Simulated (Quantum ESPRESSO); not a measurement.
# Re: single point with PBEsol

Re:

```xyz
2
Lattice="2.7608 0.0000 0.0000 -1.3804 2.3909 0.0000 0.0000 0.0000 4.4582" Properties=species:S:1:pos:R:3 pbc="T T T"
Re    1.4005    0.7550    3.4064
Re   -0.0082    1.5914    1.0882
```

The cell isn't the ideal one: atoms moved at random, drawn with an rms of 0.05 Å.

| Item | Value |
| --- | --- |
| Program | Quantum ESPRESSO 7.5 |
| Task | single point |
| Functional | PBEsol |
| Potentials or basis | GBRV 1.5 PBEsol |
| Cutoff | 612 eV |
| Density cutoff | 4898 eV |
| k mesh | 11 × 11 × 6 |
| Occupations | fermi-dirac, width 0.05 eV |
| Spin | no spin polarisation |
| Mixing beta | 0.5 |
| Most SCF iterations | 120 |
| SCF threshold | 4e-10 Ry |

```yaml
Pressure: -2.8 GPa
Largest_force: 0.487 eV/Å
Band_gap_on_the_k_mesh: none (metal or under the smearing width)
```

Forces on the atoms (eV/Å):
```
Re  -0.153  0.209 -0.413
Re   0.153 -0.209  0.413
```

Stress tensor (GPa, compression positive):
```
-4.15  0.71  0.61
 0.71 -2.33 -0.88
 0.61 -0.88 -2.03
```

Levels at points of the mesh, in eV from the Fermi level:
```
            k point  band 13  band 14  band 15  band 16  band 17  band 18
 (0.00, 0.00, 0.00)    -1.57    -0.85    -0.77     0.13     0.43     0.70
(0.00, 0.00, -0.50)    -1.78    -1.74    -1.72    -1.66     2.27     2.46
```

Wall time 72 s on 2 MPI ranks on Arm Neoverse V1, with other jobs on the host, peak memory 0.44 GiB a rank.

The run has no spin-orbit coupling, so splittings on Re are missing.
